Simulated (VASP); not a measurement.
The system is MgSe.

```
Mg Se
1.0
     0.00000    2.73628    2.73628
     2.73628    0.00000    2.73628
     2.73628    2.73628    0.00000
Mg Se
1 1
Direct
  0.00000 0.00000 0.00000
  0.50000 0.50000 0.50000
```

Base run:

| Item | Value |
| --- | --- |
| Program | VASP 6.6.1 |
| Functional | PBE |
| Potentials or basis | VASP PAW PBE potentials, release 64 (Mg, Se) |
| Cutoff | 520 eV |
| k mesh | 6 × 6 × 6 |
| Occupations | gaussian, width 0.01 eV |
| Spin | no spin polarisation |

Its results: band gap on the k mesh 1.78 eV, indirect (least direct gap 2.52 eV); pressure 1.1 GPa.

The run is repeated on the same cell with these changes: functional from PBE to PBEsol; further incar settings from ALGO = Normal; EDIFF = 1e-06; NBANDS = 11 to ALGO = Fast; EDIFF = 1e-06; NBANDS = 11. What comes out?

Band gap on the k mesh 1.74 eV, indirect (least direct gap 2.42 eV); pressure -0.8 GPa.

Caveats: the PAW data sets were made with another functional, which shifts forces and pressure a little (some runs).

A k mesh can miss the band edges.
